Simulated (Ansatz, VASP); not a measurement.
**Two plane-wave programs on Zr**

INCAR

```
SYSTEM = Zr
PREC = Accurate
ENCUT = 520
EDIFF = 1E-7
ISMEAR = -1
SIGMA = 0.05
LREAL = .False.
LASPH = .True.
NELM = 100
ALGO = Fast
ISIF = 2
LWAVE = .False.
LCHARG = .False.
LMAXMIX = 4
GGA = PS
NBANDS = 19
```

KPOINTS

```
Automatic mesh
0
Gamma
  9 9 5
  0 0 0
```

POSCAR

```
Zr
1.0
    3.2319982200      0.0000000000      0.0000000000
   -1.6159991100      2.7989925700      0.0000000000
    0.0000000000      0.0000000000      5.1470000000
Zr
2
Direct
    0.3346542400      0.6741300100      0.2538998500
    0.6653457600      0.3258699900      0.7461001500
```

File KPOINTS_OPT:

```
path GMKGALHA,LM,KH
10
line-mode
reciprocal
 0.0000000000  0.0000000000  0.0000000000  G
 0.5000000000  0.0000000000  0.0000000000  M

 0.5000000000  0.0000000000  0.0000000000  M
 0.3333333333  0.3333333333  0.0000000000  K

 0.3333333333  0.3333333333  0.0000000000  K
 0.0000000000  0.0000000000  0.0000000000  G

 0.0000000000  0.0000000000  0.0000000000  G
 0.0000000000  0.0000000000  0.5000000000  A

 0.0000000000  0.0000000000  0.5000000000  A
 0.5000000000  0.0000000000  0.5000000000  L

 0.5000000000  0.0000000000  0.5000000000  L
 0.3333333333  0.3333333333  0.5000000000  H

 0.3333333333  0.3333333333  0.5000000000  H
 0.0000000000  0.0000000000  0.5000000000  A

 0.5000000000  0.0000000000  0.5000000000  L
 0.5000000000  0.0000000000  0.0000000000  M

 0.3333333333  0.3333333333  0.0000000000  K
 0.3333333333  0.3333333333  0.5000000000  H
```

The input input.yaml:

```yaml
crystal:
  lattice:
    - [3.23199822, 0.0, 0.0]
    - [-1.61599911, 2.79899257, 0.0]
    - [0.0, 0.0, 5.147]
  atoms:
    - { symbol: Zr, position: [0.33465424, 0.67413001, 0.25389985] }
    - { symbol: Zr, position: [0.66534576, 0.32586999, 0.74610015] }
hamiltonian:
  xc: pbesol
  pseudopotentials: { kind: paw }
kpoints:
  mp_grid: { grid: [9, 9, 5] }
  band_path:
    path:
      - [[0.0, 0.0, 0.0], [0.5, 0.0, 0.0], [0.3333333333, 0.3333333333, 0.0], [0.0, 0.0, 0.0], [0.0, 0.0, 0.5], [0.5, 0.0, 0.5], [0.3333333333, 0.3333333333, 0.5], [0.0, 0.0, 0.5]]
      - [[0.5, 0.0, 0.5], [0.5, 0.0, 0.0]]
      - [[0.3333333333, 0.3333333333, 0.0], [0.3333333333, 0.3333333333, 0.5]]
    npoints: 14
scf:
  occupations: { method: fermi_dirac, width: 0.05 }
  n_extra_bands: 6
output:
  forces: true
  stress: true
  eigenvalues: true
  fatbands: true
```

Change from the starting cell: atom 2 moved 0.06 Å.

Alike in both runs: task band structure; functional PBEsol; k mesh 9 × 9 × 5; occupations fermi-dirac, width 0.05 eV; no spin polarisation.

|  | VASP | Ansatz |
| --- | --- | --- |
| version | VASP 6.6.1 | Ansatz 0.2.0 |
| potentials or method | VASP PAW PBE potentials, release 64 (Zr_sv) | Ansatz PAW |
| plane-wave cutoff (eV) | 520 | 420 |
| valence electrons in the cell | 24 | 24 |

```tsv
	VASP	Ansatz	Ansatz less VASP
gap on the k mesh at the Fermi level (eV)	none	none	-
pressure (GPa)	-3.2	-3.2	-0.05
largest component of the traceless stress (GPa)	0.63	0.63	-0.001
rms of the force components (eV/Å)	0.087	0.087	-0.0002
```

Atom by atom the forces differ by 0.000 eV/Å (rms over components). A gap of «none» marks a metal or a gap that the smearing closes.

Caveats: the PAW data sets were made with another functional, which shifts forces and pressure a little (VASP); the PAW data sets come from PBE, with cores solved anew for the run's functional, which leaves a small shift of forces and pressure (Ansatz).
